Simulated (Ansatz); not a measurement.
Set up this calculation in Ansatz 0.2.0, as the native input.

```yaml
Task: single point
Functional: PBE
Potentials_or_basis: Ansatz PAW
Cutoff: "420 eV (not typed: the program's choice for these potentials)"
k_mesh: 10 × 10 × 10
Occupations: gaussian, width 0.022 eV
Spin: no spin polarisation
```

Crystal: TiC.

```xyz
2
Lattice="3.0421 0.0000 0.0000 -1.5210 2.6345 0.0000 0.0000 0.0000 2.6980" Properties=species:S:1:pos:R:3 pbc="T T T"
Ti    0.0000    0.0000    1.3490
C     0.0000    1.7564    0.0000
```

The cell was built by a generator and needn't be a form met in nature.

The input as run:

input.yaml

```yaml
crystal:
  lattice:
    - [3.04209, 0.0, 0.0]
    - [-1.52104, 2.63452, 0.0]
    - [0.0, 0.0, 2.69797]
  atoms:
    - { symbol: Ti, position: [0.0, 0.0, 0.5] }
    - { symbol: C, position: [0.33333, 0.66667, 0.0] }
hamiltonian:
  xc: pbe
  pseudopotentials: { kind: paw }
kpoints:
  mp_grid: { grid: [10, 10, 10] }
scf:
  occupations: { method: gaussian, width: 0.022 }
output:
  forces: true
  stress: true
  eigenvalues: true
  write_density: true
  write_potential: true
  elf: true
  volumetric_format: npy
```

Potentials or basis: Ansatz PAW.

Command:

```bash
$ ansatz run input.yaml --threads 2 --pin off --max-ram 5632MiB --backend cpu --events-out ev --progress --plain --runs-dir out
```

It gave:

```
Pressure               : 0.1 GPa
Band gap on the k mesh : none (metal or under the smearing width)
```

It took 1.3 s on 2 threads of Intel(R) Xeon(R) Platinum 8488C (Sapphire Rapids), with other jobs on the host, peak memory 0.37 GiB.
